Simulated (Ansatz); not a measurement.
**Yb in Ansatz: the effect of fixed moment**

Yb:

```
Yb
1.0
     0.00000    2.74310    2.74310
     2.74310    0.00000    2.74310
     2.74310    2.74310    0.00000
Yb
1
Direct
  0.00000 0.00000 0.00000
```

Alike in all runs:

```yaml
Program: Ansatz 0.2.0
Task: single point
Functional: PBEsol
Potentials_or_basis: Ansatz PAW
Cutoff: "420 eV (not typed: the program's choice for these potentials)"
k_mesh: 7 × 7 × 7
Occupations: fermi-dirac, width 0.05 eV
```

| fixed moment | spin | starting moments | energy over the lowest run (meV/atom) | pressure (GPa) |
| --- | --- | --- | --- | --- |
| 0 | collinear spin, program default start | - | 0.0 | -3.3 |
| 0.2 | collinear spin, ferromagnetic start | [0.2] μB | 4.0 | -3.2 |
| 0.5 | collinear spin, ferromagnetic start | [0.5] μB | 63.8 | -3.1 |
| 0.8 | collinear spin, ferromagnetic start | [0.8] μB | 156.1 | -3.1 |
| 1 | collinear spin, ferromagnetic start | [1.0] μB | 231.1 | -3.3 |
| 1.2 | collinear spin, ferromagnetic start | [1.2] μB | ? | ? |
| 1.5 | collinear spin, ferromagnetic start | [1.5] μB | 483.4 | -3.5 |
| 2 | collinear spin, ferromagnetic start | [2.0] μB | 852.3 | -3.6 |

Problem. What does the run with fixed moment 1.2 give?

Solution. Energy over the lowest run 316.6 meV/atom; pressure -3.5 GPa.

Worked out: A parabola through the other rows of the energy over the lowest run, of slope 505 meV/atom per unit of fixed moment there, gives 321.5 meV/atom, against the run's 316.6. A parabola through the other rows of the pressure, of slope -0.298 GPa per unit of fixed moment there, gives -3.3 GPa, against the run's -3.5.

Caveats: the total moment is fixed, so each spin has its own Fermi level; the PAW data sets come from PBE, with cores solved anew for the run's functional, which leaves a small shift of forces and pressure; the thresholds are loose for stress.
